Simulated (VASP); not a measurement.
WS2: work function with HSE06

The system is WS2, a sheet with vacuum.

```
S W
1.0
     3.12472    0.00000    0.00000
    -1.56236    2.70609    0.00000
     0.00000    0.00000   19.14000
S W
2 1
Direct
  0.66667 0.33333 0.41781
  0.66667 0.33333 0.58219
  0.33333 0.66667 0.50000
```

The cell was built by a generator and needn't be a form met in nature.

```yaml
Program: VASP 6.6.1
Task: work function
Functional: HSE06
Potentials_or_basis: VASP PAW PBE potentials, release 64 (S, W_sv)
Cutoff: 520 eV
k_mesh: 6 × 6 × 1
Occupations: gaussian, width 0.03 eV
Spin: no spin polarisation
Grid_for_exact_exchange_PRECFOCK: Fast
Dipole_correction: yes
Screening_parameter: 0.2 1/A
Further_INCAR_settings: ALGO = Normal; EDIFF = 1e-06
```

* Largest force: 0.141 eV/Å
* Band gap on the k mesh: 2.58 eV, direct
* Ionisation potential of the upper face: 6.04 eV

Forces on the atoms (eV/Å):
```
S    0.000  0.000  0.141
S    0.000  0.000 -0.141
W    0.000  0.000  0.000
```

Levels at points of the mesh, in eV from the valence-band top:
```tsv
k point	band 10	band 11	band 12	band 13	band 14	band 15	band 16	band 17
(0.00, 0.00, 0.00)	-2.68	-1.75	-1.75	-0.26	3.79	3.79	3.90	3.90
(0.50, 0.00, 0.00)	-3.91	-2.69	-1.42	-1.21	3.84	4.24	4.96	5.83
```

It took 4.4 min on 1 thread of Intel(R) Xeon(R) 6975P-C (Granite Rapids) (shared host), peak memory 0.39 GiB.

Caveat: the PAW data sets were made with another functional, which shifts forces and pressure a little; spin-orbit coupling is left out, which moves the levels of the heavy elements.
